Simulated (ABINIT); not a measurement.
CdS (Hawleyite):

```
CELL_PARAMETERS angstrom
0.00000 2.91650 2.91650
2.91650 0.00000 2.91650
2.91650 2.91650 0.00000
ATOMIC_POSITIONS crystal
Cd 0.00000 0.00000 0.00000
S 0.75000 0.75000 0.75000
```

Program: ABINIT 10.8.3 (patched build). Alike in all runs: task single point; no spin polarisation; cell as given.

Order these runs on this cell by their band gap on the k mesh, lowest first.
A. level PBE; potentials or basis SG15 NC PBE v1.2; k mesh 6 × 6 × 6; cutoff (eV) 599; smearing fixed; mesh quality not flagged
B. level PBE0-1/3; potentials or basis SPMS NC PBE v1.0; k mesh 3 × 3 × 3; cutoff (eV) 1034; smearing fermi-dirac 0.05 eV; most SCF steps 60; mesh quality coarse
C. level HSE06; potentials or basis SG15 NC PBE v1.2; k mesh 6 × 6 × 6; cutoff (eV) 599; smearing fixed; most SCF steps 60; mesh quality not flagged

A (1.15 eV), C (1.96 eV), B (3.48 eV).

Caveats: some runs use coarse meshes; Libxc's HSE differs a little from that of other programs (some runs); exact exchange is summed on a coarse mesh, which widens gaps by tenths of an eV (some runs); an odd mesh through Γ misses points on the zone boundary, where band edges often lie (some runs).

Not every run made on this cell is shown here.
